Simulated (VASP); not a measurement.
A run of VASP 6.6.1 is set up as follows.

run.py

```python
from ase.calculators.vasp import Vasp
from ase.dft.bandgap import bandgap
from ase.io import read

atoms = read('Tb.xyz')
atoms.set_initial_magnetic_moments([6.0])
calc = Vasp(
    directory='calc',
    xc='pbe',
    pp='PBE',
    setups='minimal',
    prec='Accurate',
    encut=500,
    ediff=1e-07,
    ismear=0,
    sigma=0.05,
    lreal=False,
    lasph=True,
    nelm=150,
    algo='Normal',
    isif=2,
    lwave=False,
    lcharg=False,
    ispin=2,
    lorbit=11,
    lmaxmix=6,
    kpts=[9, 9, 9],
    gamma=True,
)
atoms.calc = calc

print('energy (eV):', atoms.get_potential_energy())
print('free energy (eV):', atoms.get_potential_energy(force_consistent=True))
print('forces (eV/A):')
print(atoms.get_forces())
print('stress (eV/A^3, Voigt):', atoms.get_stress())
print('Fermi level (eV):', calc.get_fermi_level())
print('moment (muB):', atoms.get_magnetic_moment())
print('site moments (muB):', atoms.get_magnetic_moments())
gap, top, bottom = bandgap(calc)
print('band gap (eV):', gap, 'from (spin, k, band)', top, 'to', bottom)
```

Tb.xyz

```xyz
1
Lattice="0.0000000000 2.5199650902 2.5199650902 2.5199650902 0.0000000000 2.5199650902 2.5199650902 2.5199650902 0.0000000000" Properties=species:S:1:pos:R:3 pbc="T T T"
Tb     0.0000000000      0.0000000000      0.0000000000
```

Potentials or basis: VASP PAW PBE potentials, release 64 (Tb).

Command:

```bash
$ python run.py
```

Question: What does it give for the band gap on the k mesh?

Answer: None (metal or under the smearing width).

Question: Predict the pressure.

Answer: -0.1 GPa.

Question: Predict the net moment.

Answer: 5.86 μB per cell.

Caveat: the magnetic or orbital state may not be the lowest; spin-orbit coupling is left out, which moves the levels of the heavy elements. The state reached can hang on the start; a lower one may exist.
